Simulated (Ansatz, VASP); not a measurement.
**Al2O3: VASP beside Ansatz**

```
Al O
1.0
     2.89678    0.00000    0.00000
    -1.44839    2.50869    0.00000
     0.00000    0.00000    7.57464
Al O
2 3
Direct
  0.00000 0.00000 0.27795
  0.00000 0.00000 0.72205
  0.33333 0.66667 0.19945
  0.66667 0.33333 0.80055
  0.00000 0.00000 0.50000
```

Change from the starting cell: strain -0.040 along x and y, +0.000 along z, atoms carried along.

Alike in both runs: task single point; functional PBEsol; k mesh 12 × 12 × 4; occupations gaussian, width 0.05 eV; no spin polarisation.

|  | VASP | Ansatz |
| --- | --- | --- |
| version | VASP 6.6.1 | Ansatz 0.2.0 |
| potentials or method | VASP PAW PBE potentials, release 64 (Al, O) | scalar-relativistic, plane waves, PAW |
| plane-wave cutoff (eV) | 520 | 420 |
| valence electrons in the cell | 24 | 24 |

Ansatz gave:

| Quantity | Value |
| --- | --- |
| gap on the k mesh at the Fermi level (eV) | 2.33 |
| least direct gap on the mesh (eV) | 2.33 |
| pressure (GPa) | 10.2 |
| largest component of the traceless stress (GPa) | 11.68 |
| rms of the force components (eV/Å) | 0.438 |

What did VASP give for the same quantities?

gap on the k mesh at the Fermi level (eV): 2.33; least direct gap on the mesh (eV): 2.33; pressure (GPa): 10.7; largest component of the traceless stress (GPa): 11.43; rms of the force components (eV/Å): 0.413.

Atom by atom the forces differ by 0.030 eV/Å (rms over components).

Caveats: the PAW data sets were made with another functional, which shifts forces and pressure a little (VASP). A k mesh can miss the band edges.
